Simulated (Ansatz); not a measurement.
**Li2S under changes of volume**

One of the cells (15.344 Å³/atom); the others are scaled copies at fixed shape and fractional positions:

```
S Li
1.0
     0.00000    2.84450    2.84450
     2.84450    0.00000    2.84450
     2.84450    2.84450    0.00000
S Li
1 2
Cartesian
  0.0000 0.0000 0.0000
  4.2668 4.2668 4.2668
  1.4223 1.4223 1.4223
```

- Program: Ansatz 0.2.0
- Functional: LDA
- Potentials or basis: Ansatz PAW
- Cutoff: 420 eV (not typed: the program's choice for these potentials)
- k mesh: 8 × 8 × 8
- Occupations: fermi-dirac, width 0.05 eV
- Spin: no spin polarisation

```tsv
volume (Å³/atom)	energy over the lowest point (meV/atom)	pressure (GPa)	gap on the mesh (eV)
14.423	0.00	-0.1	3.12
14.730	1.17	-1.1	3.14
15.037	4.02	-1.9	3.15
15.344	8.38	-2.6	3.17
15.650	14.09	-3.3	3.18
15.957	21.03	-3.9	3.19
16.264	?	?	?
```

Problem. What does the run at 16.264 Å³/atom give?

Solution. Energy over the lowest point 29.08 meV/atom; pressure -4.5 GPa; gap on the mesh 3.20 eV.

Worked out: A Birch-Murnaghan fit of order 3 (a polynomial in V^(-2/3)) to the other rows has its minimum at 14.38 Å³/atom, just outside them, with B0 = V·E''(V) = 46 GPa and B' = 4.0. It gives 29.08 meV/atom at 16.264 Å³/atom, against the run's 29.08, and -dE/dV = -4.5 GPa, against -4.5. A straight line through the other rows of the gap, of slope 0.694 eV per unit of ln V, extrapolates to 3.21 eV, against the run's 3.20.

Energies are extrapolated to zero smearing.

Caveats: the PAW data sets come from PBE, with cores solved anew for the run's functional, which leaves a small shift of forces and pressure.

A mesh can miss the band edges.
